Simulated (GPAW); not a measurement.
A run of GPAW 26.7.0 is set up as follows.

The input run.py:

```python
from ase.dft.bandgap import bandgap
from ase.io import read, write
from ase.units import GPa
from gpaw import GPAW, PW

atoms = read('POSCAR')

calc = GPAW(mode=PW(600),
            xc='PBE',
            kpts={'size': (7, 7, 7), 'gamma': True},
            occupations={'name': 'methfessel-paxton', 'order': 0, 'width': 0.011},
            nbands=18,
            convergence={'density': 1e-05, 'energy': 1e-05},
            maxiter=150,
            txt='gpaw.txt')
atoms.calc = calc
energy = atoms.get_potential_energy()
forces = atoms.get_forces()
stress = atoms.get_stress()
calc.write('gs.gpw')
write('result.traj', atoms)
print(f'Energy: {energy:.6f} eV')
print('Forces (eV/A):')
print(forces.round(4))
print('Stress (GPa):', (stress / GPa).round(3))
print('Fermi level:', round(calc.get_fermi_level(), 4), 'eV')
print(f'Gap: {bandgap(calc)[0]:.4f} eV, direct: {bandgap(calc, direct=True)[0]:.4f} eV')
```

File POSCAR:

```
CdTe
1.0
    0.0000000000      3.2050000000      3.2050000000
    3.2050000000      0.0000000000      3.2050000000
    3.2050000000      3.2050000000      0.0000000000
Te Cd
1 1
Direct
    0.7500000000      0.7500000000      0.7500000000
    0.0000000000      0.0000000000      0.0000000000
```

Potentials or basis: GPAW PAW data sets (gpaw-data 1.2.1), pw.

Command:

```sh
$ OMP_NUM_THREADS=1 python run.py
```

Task: What does it give for the band gap on the k mesh?

Result: 0.87 eV, direct.

Task: Estimate the pressure.

Result: 3.8 GPa.

Caveat: spin-orbit coupling is left out, which moves the levels of the heavy elements.

**Experimental background.**

A printed reference work, data compilation reports, for a bulk crystal of CdTe at 0 K: band gap 1.607 eV.

Against the measured gap of CdTe, 1.607 eV (0 K; a printed reference work, data compilation), the calculated 0.87 eV is off by -0.74 eV. Spin-orbit coupling on Cd, Te is left out. The value is that of PBE, without temperature or zero-point motion. Semilocal functionals fall short of measured gaps as a rule.
